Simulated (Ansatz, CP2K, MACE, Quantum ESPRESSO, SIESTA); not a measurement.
# Structure and levels of amorphous TiO2 at 3.19 g/cm³ (84 atoms) across programs

Aim: relax amorphous TiO2 at 3.19 g/cm³ (84 atoms), then compare forces, pressure and levels from several programs at that geometry.

These are calculated values.

### Step 1. Set-up

The cell holds 84 atoms (28 Ti and 56 O), with edges of 10.51, 10.51 and 10.51 Å. Recipe: 84 atoms (28 Ti, 56 O) placed at random at 3.19 g/cm³, melted at 5000 K for 10 ps at fixed volume with the Morse and Coulomb pair potential with partial charges (Pedone, Malavasi, Menziani, Cormack and Segre, J. Phys. Chem. B 110, 11780 (2006)). Quenched from 5000 K to 300 K at 50 K/ps and fixed volume, held 5 ps, then minimised at fixed cell. Then the atoms were relaxed with MACE MPA-0 medium in the fixed cell. Then the atoms were relaxed with CP2K double zeta, PBE.

### Step 2. The relaxation

CP2K double zeta (DZVP-MOLOPT-SR, GTH-PBE potentials, 640 Ry; k-points Γ) took 10 geometry steps and reached its thresholds. It started from the geometry that MACE MPA-0 medium had relaxed.

It took 15 min on 4 MPI ranks of Arm Neoverse V1, shared host; peak memory 3.3 GiB; 59 min of CPU time.

```
                                 before           after
      energy (meV/atom)               0            -1.7
Ti-O bonds under 2.77 Å  140 at 1.942 Å  140 at 1.944 Å
```

Atoms moved by 0.03 Å r.m.s. and 0.07 Å at most, with the common shift taken off.

### Step 3. Local order after relaxation

Density 3.19 g/cm³, 13.84 Å³ an atom.

g(r), total and by pair (bins of 0.1 Å):

```
r (Å)  total   O-O   O-Ti  Ti-Ti
 1.65   0.00  0.00   0.00   0.00
 1.75   1.42  0.00   3.20   0.00
 1.85   4.46  0.00  10.00   0.00
 1.95   2.08  0.00   4.67   0.00
 2.05   0.95  0.00   2.13   0.00
 2.15   0.35  0.00   0.78   0.00
 2.25   0.21  0.00   0.47   0.00
 2.35   0.19  0.00   0.43   0.00
 2.45   0.43  0.69   0.29   0.00
 2.55   0.36  0.72   0.09   0.00
 2.65   0.82  1.67   0.17   0.00
 2.75   1.07  2.41   0.00   0.00
 2.85   1.49  3.29   0.07   0.00
 2.95   1.60  3.53   0.00   0.28
 3.05   1.16  2.10   0.13   1.51
 3.15   1.09  1.67   0.30   1.90
 3.25   0.57  0.67   0.17   1.79
 3.35   0.75  0.85   0.32   2.10
 3.45   0.64  0.30   0.54   2.38
 3.55   0.98  0.80   0.65   2.99
 3.65   1.10  0.76   1.29   1.77
 3.75   0.89  0.54   1.05   1.68
 3.85   1.11  0.83   1.47   0.80
 3.95   0.92  0.68   1.25   0.60
 4.05   1.07  0.68   1.62   0.43
 4.15   1.14  0.65   1.81   0.41
 4.25   1.24  0.98   1.67   0.53
 4.35   1.24  0.50   2.18   0.50
 4.45   1.06  0.57   1.55   1.07
 4.55   1.13  0.71   1.54   1.15
 4.65   1.14  0.95   1.28   1.32
 4.75   0.81  0.60   0.99   0.93
 4.85   0.97  0.95   0.98   1.00
 4.95   0.95  1.20   0.70   0.96
 5.05   1.13  1.58   0.72   1.01
 5.15   0.87  1.05   0.62   1.16
 5.25   1.12  1.37   0.92   0.93
```

Bonds by pair of elements; cutoffs follow the first minimum of g(r), held within bounds set by covalent radii, and pairs that aren't listed don't count as bonded:

```
pair A-B  cutoff (Å)  bonds  mean length (Å)  spread (Å)  shortest (Å)  B about A  A about B
    O-Ti        2.77    140             1.94       0.177          1.73        2.5          5
```

How many atoms have how many bonded neighbours:

```
element  mean   2   3  4   5  6
      O   2.5  29  26  1   0  0
     Ti     5   0   0  6  16  6
```

Bond angles, per cent of each kind in bins of 5°:

```
angle (°)  O-Ti-O  Ti-O-Ti
    65–70     0.7      0.0
    70–75     5.9      0.0
    75–80     7.7      0.0
    80–85     6.6      0.9
    85–90     4.9      0.9
    90–95     9.8      4.4
   95–100    11.9      8.8
  100–105    11.5     16.8
  105–110    10.5      4.4
  110–115     8.4      4.4
  115–120     4.2      3.5
  120–125     1.4      6.2
  125–130     1.4      6.2
  130–135     0.4      1.8
  135–140     1.4     11.5
  140–145     1.1      7.1
  145–150     0.7      3.5
  150–155     2.8      4.4
  155–160     1.8      5.3
  160–165     2.5      4.4
  165–170     1.8      2.6
  170–175     2.1      1.8
  175–180     0.7      0.9
```

Bond angles (no mean is given where the spread exceeds 20°):

```
  angle  count  mean (°)  spread (°)
 O-Ti-O    286         -           -
Ti-O-Ti    113         -           -
```

Bond length by coordination (bonds to H left out):

```
element  coordination  atoms  mean bond length (Å)
      O             2     29                  1.83
      O             3     26                  2.02
      O             4      1                  2.16
     Ti             4      6                  1.83
     Ti             5     16                  1.95
     Ti             6      6                  2.02
```

Rings of the network by King's shortest-path rule, up to 12 atoms, one path for each pair of neighbours; H, halogens, alkali and alkaline-earth atoms are left out, and the last column divides by all other atoms, bonded or not:

```
ring size (atoms)  rings  per network atom
                4     22             0.262
                6     26              0.31
                8     51             0.607
               10     67             0.798
               12     14             0.167
```

For some of the pairs, g(r) has its first main peak near 2.9 Å (O-O) and 1.9 Å (O-Ti). Counting bonds as in the table, 52 % of O atoms have 2 and 57 % of Ti atoms have 5 bonded neighbours. Bonds at O atoms with 2 neighbours average 1.83 Å, against 2.02 Å at those with 3. Rings of 10 atoms are the most common (37 % of those counted); sizes run from 4 to 12, where the search stops.

### Step 4. The plane-wave reference

Quantum ESPRESSO 7.5: Kohn-Sham DFT, PBE, SSSP efficiency 1.3.0 pseudopotentials, plane waves. Its input for the relaxed cell:

```
&control
  calculation = 'scf'
  pseudo_dir = './pseudo'
  outdir = './tmp'
  disk_io = 'none'
  tprnfor = .true.
  tstress = .true.
/
&system
  ibrav = 0
  nat = 84
  ntyp = 2
  ecutwfc = 60
  ecutrho = 480
  nosym = .true.
  occupations = 'smearing'
  smearing = 'fd'
  degauss = 0.003675
/
&electrons
  conv_thr = 4.2e-07
  electron_maxstep = 100
  mixing_beta = 0.4
  mixing_mode = 'plain'
  diagonalization = 'david'
/
ATOMIC_SPECIES
Ti 47.867 Ti.upf
O 15.999 O.upf
CELL_PARAMETERS angstrom
10.51390 0.00000 0.00000
0.00000 10.51390 0.00000
0.00000 0.00000 10.51390
ATOMIC_POSITIONS crystal
Ti 0.28931 0.60691 0.93100
Ti 0.08839 0.85087 0.24521
Ti 0.30867 0.12071 0.24672
[... 79 atom lines left out ...]
O 0.92467 0.29077 0.75471
O 0.38214 0.86304 0.69244
K_POINTS gamma
```

Wall time 4.9 min (4 MPI ranks of Arm Neoverse V1, shared host); peak memory 3.9 GiB.

### Step 5. All levels at this geometry

CPU times are from a shared host and are rough.

```
            level                    basis or training data  k-points  own r.m.s. force (meV/Å)  difference from the reference (meV/Å)  pressure (GPa)  Kohn-Sham gap (eV)  CPU time  memory (GiB)
          QE, PBE   plane waves, SSSP efficiency, 60/480 Ry         Γ                        46                                      -           -1.16                2.84    19 min           3.9
  SIESTA DZP, PBE  DZP orbitals, shift 0.01 Ry, mesh 400 Ry         Γ                        62                                     75           -1.28                2.67   4.7 min           1.8
MACE MPA-0 medium        trained on PBE(+U) plane-wave data         -                       101                                    100            0.82                   -     9.8 s           1.1
```

The gap is the spacing of the highest filled and lowest empty Kohn-Sham level on the mesh; a dash marks partly filled levels, a spacing under 0.15 eV or a method without such levels.

### Step 6. What came out

Relaxation in the fixed cell lowers the energy by 2 meV/atom at its own level and moves atoms by up to 0.07 Å. The reference finds an r.m.s. force of 46 meV/Å there and a pressure of -1.16 GPa, at a geometry that CP2K double zeta made. Forces differ from the reference's by 75 meV/Å (SIESTA DZP, PBE) and 100 meV/Å (MACE MPA-0 medium).

CP2K double zeta is at its own minimum here, so the reference's force is itself a measure of how the two differ. Pressures lie +2.0 GPa (MACE MPA-0 medium) and -0.1 GPa (SIESTA DZP, PBE) from the reference's. The highest filled and lowest empty levels lie 2.84 eV apart in the reference, against 2.67 eV in SIESTA DZP, PBE. Counting bonds as in the table, 52 % of O atoms have 2 and 57 % of Ti atoms have 5 bonded neighbours. Rings of 10 atoms are the most common (37 % of those counted); sizes run from 4 to 12, where the search stops.

Caveats: The density was set by the recipe and held. One sample of a disordered cell; defect or tail levels can set the gap. Gaps are read on the mesh, which holds the band edges only if they fold onto it, and semilocal functionals tend to put them under measured ones. The quench rate of 50 K/ps is many orders above laboratory rates, so the cell is likely richer in defects and strain than a real sample. The reference samples only Γ, in a cell whose shortest periodic width is 11 Å. The plane-wave runs aren't exact: their cutoffs and mesh weren't converged further here. SIESTA's automatically made basis is far from complete, and its potentials were converted by us (checked for H, C, O, Si, Ge and Ca alone). Where levels are smeared, the DFT runs use Fermi–Dirac occupations at 580 K (0.05 eV), and energies are free energies.

[Logs are printed without paths, hosts, clocks, repeated set-up lines and the standing remarks that a program may print on its own settings, such as how far it seeks lower states.]

[Hosts, paths, dates, database ids (printed as entryN), source tags and the programs' standing remarks are cut or masked in the printed files.]
